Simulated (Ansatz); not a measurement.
GaP: equation of state with LDA

**Experimental background.**

From “Phosphorous dimerization in GaP at high pressure”, 2017, arxiv:1709.06667, for a bulk crystal of GaP: bulk modulus 87.5 ± 0.6 GPa.

GaP:

```
CELL_PARAMETERS angstrom
0.00000 2.72525 2.72525
2.72525 0.00000 2.72525
2.72525 2.72525 0.00000
ATOMIC_POSITIONS crystal
Ga 0.00000 0.00000 0.00000
P 0.75000 0.75000 0.75000
```

```json
{
 "Program": "Ansatz 0.2.0",
 "Task": "equation of state",
 "Functional": "LDA",
 "Potentials or basis": "Ansatz PAW",
 "Cutoff": "420 eV",
 "Density cutoff": "1680 eV",
 "k mesh": "8 × 8 × 8",
 "Occupations": "fermi-dirac, width 0.05 eV",
 "Spin": "spin-orbit coupling, no magnetisation"
}
```

```yaml
Equilibrium_volume: 19.58 Å³/atom
Bulk_modulus: 90 GPa
Pressure_derivative_of_the_bulk_modulus: 4.5
```

Energy against volume, from the lowest point:
```
volume (Å³/atom)  energy (meV/atom)
          19.026               4.37
          19.431               0.00
          19.836               0.55
          20.240               5.50
          20.645              14.37
          21.050              26.75
          21.455              42.23
```

All runs of the series together: 32 s on 2 threads of Arm Neoverse V1, on a shared host.

Measured bulk modulus of GaP: 87.5 GPa (“Phosphorous dimerization in GaP at high pressure”, 2017, arxiv:1709.06667). This calculation gives 90 GPa (+3.2 %). The fit is for a static lattice scaled at fixed shape and fixed fractional positions.

LDA usually gives volumes a few per cent too small.
